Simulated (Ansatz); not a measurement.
# Cd: pressure and energy above lowest point against volume per atom

All results are calculated (Ansatz 0.2.0 development build). Equation of state of a cubic crystal from periodic Kohn-Sham density functional theory without spin; pressure corrected for the finite basis.

Cell of the first row (space group Fm-3m, No. 225):
```
Cd
1.0
      0.0000     2.1906     2.1906
      2.1906     0.0000     2.1906
      2.1906     2.1906     0.0000
Cd
1
Direct
  0.00000 0.00000 0.00000
```

Settings of every row: formula Cd; structure type fcc; functional r2SCAN; spin treatment none; k mesh 13x13x13; occupation method fermi-dirac; occupation width 0.1 eV; wave cutoff 700 eV; datasets hard PAW; density cutoff ratio 4; xc grid level 2.

Limits: a cubic model structure, not a phase known at ambient conditions; pseudopotentials made with PBE, not this functional; the SCF threshold is loose for a stress in some rows.

| row | volume per atom (Å³) | pressure (GPa) | energy above lowest point (meV/atom) |
| --- | --- | --- | --- |
| 1 | 21.023 | 1.882 | 3.89 |
| 2 | 21.709 | 0.013 | 0 |
| 3 | 22.394 | -1.49 | 3.28 |
| 4 | 23.079 | ? | ? |
| 5 | 23.765 | -3.659 | 25.99 |

Question: what pressure and energy above lowest point should row 4 give?

Worked fit of pressure. Take u = (V_r/V)^(2/3) − 1 with V_r = 22.051 Å³ an atom, which is twice the finite (Eulerian) strain; such expansions in the strain, on which the Birch-Murnaghan equation of state is built, carry the rest volume and the bulk modulus. The shown rows have u = 0.03234, 0.01048, -0.01024, -0.04868. Least squares give pressure = −0.7771 + 72.987 × u + 283.55 × u² GPa; a straight line predicts inner rows, each left out in turn, worse (root mean square 0.29 against 0.012 GPa). The rows lie off it by 0.002, -0.006, 0.005, -0.001 (root mean square 0.0041 GPa). The pressure vanishes at u = 0.0102, or V = 21.72 Å³ an atom, and there the bulk modulus at fixed shape and fractions is B = −V dP/dV = (2/3)(1 + u) dP/du = 53.1 GPa. The withheld row has u = -0.02992, so the fit gives −0.7771 + 72.987 × (-0.02992) + 283.55 × (-0.02992)² = -2.707 GPa.

The calculation gave -2.696 GPa. The fit lies 0.011 GPa (0.2 % of the column's range) below it; its largest miss of a shown row is 0.006 GPa.

Worked fit of energy above lowest point. Take u = (V_r/V)^(2/3) − 1 with V_r = 22.051 Å³ an atom, which is twice the finite (Eulerian) strain; such expansions in the strain, on which the Birch-Murnaghan equation of state is built, carry the rest volume and the bulk modulus. The shown rows have u = 0.03234, 0.01048, -0.01024, -0.04868. Least squares give energy above lowest point = 0.863 − 150.65 × u + 7515.4 × u² meV/atom; a straight line predicts inner rows, each left out in turn, worse (root mean square 7.7 against 0.22 meV/atom). The rows lie off it by 0.04, -0.11, 0.09, -0.02 (root mean square 0.074 meV/atom). Its lowest point lies at u = 0.0100, or V = 21.72 Å³ an atom, and the curvature there gives the bulk modulus at fixed shape and fractions, B = (4/9)(1 + u)² E″(u)/V = 50.3 GPa. The withheld row has u = -0.02992, so the fit gives 0.863 − 150.65 × (-0.02992) + 7515.4 × (-0.02992)² = 12.10 meV/atom.

The calculation gave 12.33 meV/atom. The fit lies 0.23 meV/atom (1.9 % of the value, 0.88 % of the column's range) below it; its largest miss of a shown row is 0.11 meV/atom.
